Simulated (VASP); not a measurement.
All values below come from PBEsol GGA, VASP's PBE PAW potentials (set 64) (plane waves; VASP).

The input files of a VASP run:

**POSCAR**
```
MgF2
1
    4.6251001902     0.0000000000     0.0000000000
    0.0000000000     4.6251001902     0.0000000000
    0.0000000000     0.0000000000     3.0542140272
Mg F
2 4
Direct
  1.0000000000   0.0000000000   0.0000000000
  0.5000000000   0.5000000000   0.5000000000
  0.3030863562   0.3030863562   0.0000000000
  0.8030863562   0.1969136438   0.5000000000
  0.1969136438   0.8030863562   0.5000000000
  0.6969136438   0.6969136438   0.0000000000
```

INCAR:
```
SYSTEM = MgF2
PREC = Accurate; ENCUT = 520; LREAL = .FALSE.
LASPH = .TRUE.; ICHARG = 11
EDIFF = 1E-7; NELM = 100; ALGO = Normal
ISMEAR = 0; SIGMA = 0.05
GGA = PS
LWAVE = .FALSE.; LCHARG = .FALSE.; LORBIT = 11
```

**KPOINTS**
```
k-points along high-symmetry lines
10
Line-mode
Reciprocal
  0.000000   0.000000   0.000000 ! GAMMA
  0.000000   0.500000   0.000000 ! X

  0.000000   0.500000   0.000000 ! X
  0.500000   0.500000   0.000000 ! M

  0.500000   0.500000   0.000000 ! M
  0.000000   0.000000   0.000000 ! GAMMA

  0.000000   0.000000   0.000000 ! GAMMA
  0.000000   0.000000   0.500000 ! Z

  0.000000   0.000000   0.500000 ! Z
  0.000000   0.500000   0.500000 ! R

  0.000000   0.500000   0.500000 ! R
  0.500000   0.500000   0.500000 ! A

  0.500000   0.500000   0.500000 ! A
  0.000000   0.000000   0.500000 ! Z

  0.000000   0.500000   0.000000 ! X
  0.000000   0.500000   0.500000 ! R

  0.500000   0.500000   0.000000 ! M
  0.500000   0.500000   0.500000 ! A
```

POTCAR, in this order: Mg F (PBE.64 set). Program: vasp_std. Read from the step before: CHGCAR.

What VASP printed:

OSZICAR:
```
       N       E                     dE             d eps       ncg     rms          rms(c)
DAV:   1     0.192796828815E+03    0.19280E+03   -0.18001E+04  3776   0.150E+03
DAV:   2    -0.231650332907E+02   -0.21596E+03   -0.20824E+03  4804   0.323E+02
DAV:   3    -0.324353675522E+02   -0.92703E+01   -0.92420E+01  4252   0.701E+01
DAV:   4    -0.324984483074E+02   -0.63081E-01   -0.63059E-01  4076   0.663E+00
DAV:   5    -0.324988690272E+02   -0.42072E-03   -0.42070E-03  4096   0.548E-01
DAV:   6    -0.324988736736E+02   -0.46463E-05   -0.46462E-05  4092   0.546E-02
DAV:   7    -0.324988737490E+02   -0.75409E-07   -0.75442E-07  3680   0.631E-03
   1 F= -.32498874E+02 E0= -.32498874E+02  d E =-.205897E-20
```

File OUTCAR:
```
 val. band max:       -1.3072631374   @ k =   0.0000   0.0000   0.0000

 cond. band min:       5.6104170431   @ k =   0.0000   0.0000   0.0000



 k-point     1 :       0.0000    0.0000    0.0000
  band No.  band energies     occupation
      1     -21.9541      2.00000
      2     -21.1311      2.00000
      3     -21.1311      2.00000
      4     -21.0383      2.00000
      5      -5.4364      2.00000
      6      -3.8450      2.00000
      7      -3.4281      2.00000
      8      -3.4281      2.00000
      9      -3.2361      2.00000
     10      -3.2042      2.00000
     11      -2.5449      2.00000
     12      -2.5449      2.00000
     13      -2.0429      2.00000
     14      -1.6292      2.00000
     15      -1.6292      2.00000
     16      -1.3073      2.00000
     17       5.6104      0.00000
     18      10.7271      0.00000
     19      10.7271      0.00000
     20      12.2139      0.00000

 k-point     2 :       0.0000    0.0556    0.0000
  band No.  band energies     occupation
      1     -21.9492      2.00000
      2     -21.1443      2.00000
      3     -21.1299      2.00000
      4     -21.0327      2.00000
      5      -5.4245      2.00000
      6      -3.8427      2.00000
      7      -3.5000      2.00000
      8      -3.4090      2.00000
      9      -3.2313      2.00000
     10      -3.1408      2.00000
     11      -2.5507      2.00000
     12      -2.5412      2.00000
     13      -2.0467      2.00000
     14      -1.6586      2.00000
     15      -1.6317      2.00000
     16      -1.3151      2.00000
     17       5.6511      0.00000
     18      10.6656      0.00000
     19      10.7473      0.00000
     20      12.2310      0.00000

 k-point     3 :       0.0000    0.1111    0.0000
  band No.  band energies     occupation
      1     -21.9338      2.00000
      2     -21.1768      2.00000
      3     -21.1255      2.00000
      4     -21.0219      2.00000
      5      -5.3893      2.00000
      6      -3.8325      2.00000
...
```

The density is held fixed in this step, so its total energy and stress have no physical meaning.

The compound is MgF2 in the rutile structure. It was relaxed first.
